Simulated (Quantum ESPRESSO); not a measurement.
# Bi (R-3m) in Quantum ESPRESSO: single point with PBEsol

Aim: the single point of Bi with PBEsol.

Program: Quantum ESPRESSO 7.5. These are calculated values, not measurements. Logs are shortened: lines on timing, memory, paths and dates and some standing lists are left out, and cuts for length are marked.

## Step 1: The structure

Symmetry: R-3m, No. 166, trigonal system. The conventional cell has a = 4.535 Å, b = 4.535 Å, c = 11.814 Å, α = 90.00°, β = 90.00°, γ = 120.00°. Bi (site symmetry 3m) has 6 Bi at 3.06 to 3.52 Å as nearest neighbours.

## Step 2: Single point, PBEsol

Input file run.py:

```python
import numpy as np
from ase.calculators.espresso import Espresso, EspressoProfile
import spglib
from ase import Atoms
from ase.io import read

atoms = read('Bi.cif')
cell, pos, num = spglib.standardize_cell((atoms.cell[:], atoms.get_scaled_positions(), atoms.numbers), to_primitive=True, symprec=1e-4)
atoms = Atoms(numbers=num, cell=cell, scaled_positions=pos, pbc=True)

input_data = {
    'control': {'calculation': 'scf', 'prefix': 'pwscf', 'outdir': './tmp', 'tprnfor': True, 'tstress': True, 'disk_io': 'nowf'},
    'system': {'ecutwfc': 66.0, 'nbnd': 22, 'occupations': 'smearing', 'smearing': 'fd', 'degauss': 0.00367493},
    'electrons': {'conv_thr': 4e-10, 'electron_maxstep': 120, 'mixing_beta': 0.5},
}
pseudopotentials = {'Bi': 'Bi.upf'}
profile = EspressoProfile(command='mpirun -n 2 pw.x -nk 2', pseudo_dir='pseudo')
dft = Espresso(profile=profile, input_data=input_data, pseudopotentials=pseudopotentials, kpts=(7, 7, 7), koffset=(0, 0, 0))
atoms.calc = dft

print(f'energy {atoms.get_potential_energy():.8f} eV')
print('forces (eV/A)')
print(np.round(atoms.get_forces(), 6))
print('stress (eV/A^3, Voigt)')
print(np.round(atoms.get_stress(), 8))
print(f'Fermi level {dft.get_fermi_level():.4f} eV')
```

Input file Bi.cif:

```cif
data_Bi
_cell_length_a 4.53500000
_cell_length_b 4.53500000
_cell_length_c 11.81400000
_cell_angle_alpha 90.00000000
_cell_angle_beta 90.00000000
_cell_angle_gamma 120.00000000
_space_group_name_H-M_alt 'R-3m'
_space_group_name_Hall '-R 3 2"'
_space_group_IT_number 166
loop_
_space_group_symop_operation_xyz
'x,y,z'
'-x,-y,-z'
'-y,x-y,z'
'y,-x+y,-z'
'-x+y,-x,z'
'x-y,x,-z'
'y,x,-z'
'-y,-x,z'
'x-y,-y,-z'
'-x+y,y,z'
'-x,-x+y,-z'
'x,x-y,z'
'x+2/3,y+1/3,z+1/3'
'-x+2/3,-y+1/3,-z+1/3'
'-y+2/3,x-y+1/3,z+1/3'
'y+2/3,-x+y+1/3,-z+1/3'
'-x+y+2/3,-x+1/3,z+1/3'
'x-y+2/3,x+1/3,-z+1/3'
'y+2/3,x+1/3,-z+1/3'
'-y+2/3,-x+1/3,z+1/3'
'x-y+2/3,-y+1/3,-z+1/3'
'-x+y+2/3,y+1/3,z+1/3'
'-x+2/3,-x+y+1/3,-z+1/3'
'x+2/3,x-y+1/3,z+1/3'
'x+1/3,y+2/3,z+2/3'
'-x+1/3,-y+2/3,-z+2/3'
'-y+1/3,x-y+2/3,z+2/3'
'y+1/3,-x+y+2/3,-z+2/3'
'-x+y+1/3,-x+2/3,z+2/3'
'x-y+1/3,x+2/3,-z+2/3'
'y+1/3,x+2/3,-z+2/3'
'-y+1/3,-x+2/3,z+2/3'
'x-y+1/3,-y+2/3,-z+2/3'
'-x+y+1/3,y+2/3,z+2/3'
'-x+1/3,-x+y+2/3,-z+2/3'
'x+1/3,x-y+2/3,z+2/3'
loop_
_atom_site_label
_atom_site_type_symbol
_atom_site_symmetry_multiplicity
_atom_site_Wyckoff_symbol
_atom_site_fract_x
_atom_site_fract_y
_atom_site_fract_z
_atom_site_occupancy
Bi1 Bi 6 c 0.0000000000 0.0000000000 0.7660000000 1
```

Potentials or basis: PseudoDojo 0.4.1 SR PBEsol standard.

Started as:

```console
OMP_NUM_THREADS=1 python run.py
```

The program printed:

```text
energy -4458.78061050 eV
forces (eV/A)
[[ 0.       -0.       -0.148505]
 [-0.        0.        0.148505]]
stress (eV/A^3, Voigt)
[ 0.00155995  0.00155995  0.00316397 -0.         -0.         -0.        ]
Fermi level 9.6411 eV
```

espresso.pwi:

```text
&CONTROL
   calculation      = 'scf'
   tstress          = .true.
   tprnfor          = .true.
   outdir           = './tmp'
   prefix           = 'pwscf'
   disk_io          = 'nowf'
   pseudo_dir       = 'pseudo'
/
&SYSTEM
   nbnd             = 22
   ecutwfc          = 66.0
   occupations      = 'smearing'
   degauss          = 0.00367493
   smearing         = 'fd'
   ntyp             = 1
   nat              = 2
   ibrav            = 0
/
&ELECTRONS
   electron_maxstep = 120
   conv_thr         = 4e-10
   mixing_beta      = 0.5
/
&IONS
/
&CELL
/
&FCP
/
&RISM
/
ATOMIC_SPECIES
Bi 208.9804 Bi.upf

K_POINTS automatic
7 7 7  0 0 0

CELL_PARAMETERS angstrom
2.26750000000000 1.30914173538748 3.93800000000000
-2.26750000000000 1.30914173538748 3.93800000000000
0.00000000000000 -2.61828347077495 3.93800000000000

ATOMIC_POSITIONS angstrom
Bi -0.0000000000 -0.0000000000 9.0495240000  
Bi -0.0000000000 -0.0000000000 2.7644760000
```

espresso.pwo:

```text
This program is part of the open-source Quantum ESPRESSO suite
     for quantum simulation of materials; please cite
         "P. Giannozzi et al., J. Phys.:Condens. Matter 21 395502 (2009);
         "P. Giannozzi et al., J. Phys.:Condens. Matter 29 465901 (2017);
         "P. Giannozzi et al., J. Chem. Phys. 152 154105 (2020);
     in publications or presentations arising from this work. More details at

Warning: card &CELL ignored
Warning: card &FCP ignored
Warning: card &RISM ignored

     Message from routine setup:
     using ibrav=0 with symmetry is DISCOURAGED, use correct ibrav instead

     K-points division:     npool     =       2
     Subspace diagonalization in iterative solution of the eigenvalue problem:
     a serial algorithm will be used

     G-vector sticks info
     --------------------
     sticks:   dense  smooth     PW     G-vecs:    dense   smooth      PW
     Sum        1411    1411    423                34233    34233    5553

     Using Slab Decomposition

     bravais-lattice index     =            0
     lattice parameter (alat)  =       8.9365  a.u.
     unit-cell volume          =     473.3229 (a.u.)^3
     number of atoms/cell      =            2
     number of atomic types    =            1
     number of electrons       =        30.00
     number of Kohn-Sham states=           22
     kinetic-energy cutoff     =      66.0000  Ry
     charge density cutoff     =     264.0000  Ry
     scf convergence threshold =      4.0E-10
     mixing beta               =       0.5000
     number of iterations used =            8  plain     mixing
     Exchange-correlation= PBESOL
                           (   1   4  10   8   0   0   0)

     celldm(1)=   8.936477  celldm(2)=   0.000000  celldm(3)=   0.000000
     celldm(4)=   0.000000  celldm(5)=   0.000000  celldm(6)=   0.000000

     crystal axes: (cart. coord. in units of alat)
               a(1) = (   0.479490   0.276834   0.832738 )
               a(2) = (  -0.479490   0.276834   0.832738 )
               a(3) = (   0.000000  -0.553668   0.832738 )

     reciprocal axes: (cart. coord. in units 2 pi/alat)
               b(1) = (  1.042774  0.602046  0.400286 )
               b(2) = ( -1.042774  0.602046  0.400286 )
               b(3) = (  0.000000 -1.204092  0.400286 )

     PseudoPot. # 1 for Bi read from file:
     Bi.upf
     Pseudo is Norm-conserving + core correction, Zval = 15.0
     Generated using ONCVPSP code by D. R. Hamann
     Using radial grid of 1472 points,  6 beta functions with:
                l(1) =   0
                l(2) =   0
                l(3) =   1
                l(4) =   1
                l(5) =   2
                l(6) =   2

     atomic species   valence    mass     pseudopotential
     Bi               15.00   208.98040     Bi( 1.00)

     12 Sym. Ops., with inversion, found

   Cartesian axes

     site n.     atom                  positions (alat units)
         1        Bi     tau(   1) = (  -0.0000000  -0.0000000   1.9136312  )
         2        Bi     tau(   2) = (  -0.0000000  -0.0000000   0.5845819  )

     number of k points=    44  Fermi-Dirac smearing, width (Ry)=  0.0037
                       cart. coord. in units 2pi/alat
        k(    1) = (   0.0000000   0.0000000   0.0000000), wk =   0.0058309
        k(    2) = (   0.0000000  -0.1720131   0.0571837), wk =   0.0349854
        k(    3) = (   0.0000000  -0.3440262   0.1143675), wk =   0.0349854
        k(    4) = (   0.0000000  -0.5160393   0.1715512), wk =   0.0349854
        k(    5) = (  -0.1489677  -0.0860065   0.1143675), wk =   0.0349854
        k(    6) = (  -0.1489677  -0.2580196   0.1715512), wk =   0.0699708
[... 36 lines left out ...]
        k(   43) = (   0.0000000  -0.0000000   0.5146536), wk =   0.0116618
        k(   44) = (   0.0000000   1.0320786   0.1715512), wk =   0.0349854

     Dense  grid:    34233 G-vectors     FFT dimensions: (  48,  48,  48)

     Initial potential from superposition of free atoms

     starting charge      29.9985, renormalised to      30.0000
     Starting wfcs are   18 randomized atomic wfcs +    4 random wfcs

     Self-consistent Calculation

     iteration #  1     ecut=    66.00 Ry     beta= 0.50
     Davidson diagonalization with overlap
     ethr =  1.00E-02,  avg # of iterations =  5.8

     Threshold (ethr) on eigenvalues was too large:
     Diagonalizing with lowered threshold

     Davidson diagonalization with overlap
     ethr =  1.89E-05,  avg # of iterations =  8.7

     total energy              =    -327.71416168 Ry
     estimated scf accuracy    <       0.00571810 Ry

     iteration #  2     ecut=    66.00 Ry     beta= 0.50
     Davidson diagonalization with overlap
     ethr =  1.91E-05,  avg # of iterations =  1.0
[... 36 lines left out ...]
     total energy              =    -327.71435900 Ry
     estimated scf accuracy    <          9.1E-10 Ry

     iteration #  8     ecut=    66.00 Ry     beta= 0.50
     Davidson diagonalization with overlap
     ethr =  3.04E-12,  avg # of iterations =  2.3

     End of self-consistent calculation

          k = 0.0000 0.0000 0.0000 (  4261 PWs)   bands (ev):

   -13.1469 -13.1469 -12.9922 -12.9922 -12.9763 -12.8048 -12.7922 -12.7922
   -12.6678 -12.6678  -3.3863   2.2792   8.2782   8.5418   8.5418  12.2687
    12.7441  12.7441  15.3897  15.5151  15.5151  15.7800

          k = 0.0000-0.1720 0.0572 (  4289 PWs)   bands (ev):

   -13.1322 -13.1278 -12.9858 -12.9807 -12.9662 -12.8146 -12.8020 -12.7983
   -12.6888 -12.6834  -3.1941   1.8417   8.3476   8.5261   8.5570  11.7980
    12.0841  12.2950  14.7853  15.3221  15.7536  17.2505
[... 109 lines left out ...]
          k = 0.0000 0.5160-0.0000 (  4301 PWs)   bands (ev):

   -13.0889 -12.9886 -12.9735 -12.9228 -12.9044 -12.8701 -12.8698 -12.8338
   -12.8021 -12.7258  -1.9288  -0.0622   7.5436   7.8706   8.0372  11.3185
    11.5375  12.0025  14.7564  18.2905  18.9675  19.4593

          k = 0.0000 0.3440 0.0572 (  4292 PWs)   bands (ev):

   -13.1273 -13.0539 -12.9881 -12.9448 -12.9323 -12.8506 -12.8325 -12.7979
   -12.7667 -12.6853  -2.6907   1.0349   7.7230   7.8334   8.6754  10.8374
    12.1515  12.8100  14.1359  16.6272  17.3011  18.3512

          k =-0.1490-0.0860 0.2859 (  4270 PWs)   bands (ev):

   -13.1289 -13.0729 -12.9861 -12.9612 -12.9484 -12.8296 -12.8175 -12.7980
   -12.7518 -12.6854  -2.8050   1.1140   7.5440   7.9523   9.1831  10.8007
    12.5186  12.8172  14.3691  16.7585  17.4013  17.8963
[... 73 lines left out ...]
          k = 0.0000-0.1720 0.4003 (  4269 PWs)   bands (ev):

   -13.0937 -13.0616 -12.9630 -12.9605 -12.9443 -12.8338 -12.8190 -12.8154
   -12.7612 -12.7279  -2.4530   0.4658   7.0184   9.0708   9.4849  10.2287
    10.7185  13.2828  15.3954  16.5443  18.1523  18.8649

          k = 0.0000 0.8601 0.0572 (  4287 PWs)   bands (ev):

   -13.0632 -13.0555 -12.9595 -12.9409 -12.9275 -12.8495 -12.8329 -12.8215
   -12.7650 -12.7638  -1.8304  -0.0730   5.9288   8.1875   8.4003  11.3337
    11.6609  14.6523  16.0971  16.3765  17.1547  18.8442

          k = 0.0000 0.6881 0.1144 (  4302 PWs)   bands (ev):

   -13.0862 -13.0131 -12.9774 -12.9081 -12.8990 -12.8798 -12.8625 -12.8229
   -12.8012 -12.7282  -1.3597  -0.4034   5.6831   7.4870   7.5853  12.1362
    12.7046  14.4830  14.6637  17.5929  18.5670  20.3972

          k =-0.1490-0.0860 0.4575 (  4259 PWs)   bands (ev):

   -13.0928 -13.0465 -12.9717 -12.9496 -12.9357 -12.8402 -12.8265 -12.8092
   -12.7823 -12.7258  -2.2788   0.2383   7.2916   8.0937   8.6854  11.1638
    12.0068  12.3993  14.9816  17.9097  18.8714  19.2283
[... 19 lines left out ...]
          k = 0.0000-0.0000 0.5147 (  4259 PWs)   bands (ev):

   -13.0613 -13.0613 -12.9582 -12.9582 -12.9387 -12.8395 -12.8194 -12.8194
   -12.7626 -12.7626  -2.2630  -0.0220   8.7660   9.0807   9.0807  10.5508
    10.5508  10.5562  16.3863  18.1418  18.1418  19.2903

          k = 0.0000 1.0321 0.1716 (  4266 PWs)   bands (ev):

   -13.0588 -13.0581 -12.9583 -12.9513 -12.9347 -12.8418 -12.8239 -12.8201
   -12.7691 -12.7643  -2.0200  -0.1420   7.0174   8.5345   8.8667  10.7862
    11.2057  12.8023  16.2046  17.2722  17.8996  19.8417

     the Fermi energy is     9.6411 ev

!    total energy              =    -327.71435900 Ry
     estimated scf accuracy    <          2.8E-10 Ry
     smearing contrib. (-TS)   =      -0.00010888 Ry
     internal energy E=F+TS    =    -327.71425012 Ry

     The total energy is F=E-TS. E is the sum of the following terms:
     one-electron contribution =    -107.12497043 Ry
     hartree contribution      =      70.59316665 Ry
     xc contribution           =     -85.86168459 Ry
     ewald contribution        =    -205.32076175 Ry

     convergence has been achieved in   8 iterations

     Forces acting on atoms (cartesian axes, Ry/au):

     atom    1 type  1   force =     0.00000000   -0.00000000   -0.00577592
     atom    2 type  1   force =    -0.00000000    0.00000000    0.00577592

     Total force =     0.008168     Total SCF correction =     0.000120

     Computing stress (Cartesian axis) and pressure

          total   stress  (Ry/bohr**3)                   (kbar)     P=       -3.36
  -0.00001699   0.00000000   0.00000000           -2.50        0.00        0.00
   0.00000000  -0.00001699   0.00000000            0.00       -2.50        0.00
   0.00000000   0.00000000  -0.00003446            0.00        0.00       -5.07

=------------------------------------------------------------------------------=
   JOB DONE.
=------------------------------------------------------------------------------=
```

It took 29 s on 2 MPI ranks of Arm Neoverse V2, shared host; peak memory 0.22 GiB.

Results:

| Quantity | Value |
| --- | --- |
| Free energy | -4458.7810 eV |
| Pressure | -0.3 GPa |
| Largest force | 0.149 eV/Å |
| Band gap on the k mesh | 0.26 eV, indirect (least direct gap 0.52 eV) |

Forces on the atoms (eV/Å):
```
Bi   0.000  0.000 -0.149
Bi   0.000  0.000  0.149
```

Levels at points of the mesh, in eV from the valence-band top:
```csv
k point,band 11,band 12,band 13,band 14,band 15,band 16,band 17,band 18,band 19,band 20
"(0.00, 0.00, 0.00)",-12.87,-7.21,-1.21,-0.94,-0.94,2.78,3.26,3.26,5.90,6.03
```

Caveat: spin-orbit coupling is left out, which as a rule narrows the gap of such compounds by several tenths of an eV; an odd mesh through Γ misses points on the zone boundary, where band edges often lie.
